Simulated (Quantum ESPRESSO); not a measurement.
P, 4 atoms in the cell. The structure is orthorhombic, space group Cmce (No. 64). The conventional cell has a = 3.295 Å, b = 10.930 Å, c = 4.544 Å, α = 90.00°, β = 90.00°, γ = 90.00°. P (site symmetry m) is surrounded by 3 P at 2.20 to 2.25 Å. 

* Program: Quantum ESPRESSO 7.5
* Task: band structure
* Functional: PBE
* Potentials or basis: PseudoDojo 0.4.1 SR PBE standard
* Cutoff: 599 eV
* Density cutoff: 2395 eV
* k mesh: 8 × 8 × 6
* Occupations: fermi-dirac, width 0.05 eV
* Spin: no spin polarisation
* Mixing beta: 0.5
* Most SCF iterations: 120
* SCF threshold: 8e-10 Ry

Potentials or basis: PseudoDojo 0.4.1 SR PBE standard.

Run with:

```console
$ OMP_NUM_THREADS=1 pw.x -in pw.in > pw.out
$ OMP_NUM_THREADS=1 pp.x -in pp_density.in > pp_density.out
$ OMP_NUM_THREADS=1 pp.x -in pp_potential.in > pp_potential.out
$ OMP_NUM_THREADS=1 pp.x -in pp_elf.in > pp_elf.out
$ OMP_NUM_THREADS=1 pw.x -in bands.in > bands.out
```

Hardware: 1 thread of Intel(R) Xeon(R) Platinum 8259CL CPU @ 2.50GHz (Skylake/Cascade Lake), with other jobs on the host.

Question: How long does it take, and how much memory?

Answer: Run time: 3.2 min on 1 thread of Intel(R) Xeon(R) Platinum 8259CL CPU @ 2.50GHz (Skylake/Cascade Lake), with other jobs on the host, peak memory 0.11 GiB. Counts: scf iterations 9, k pools 1, bands 16, k points 84, g dense 21763.
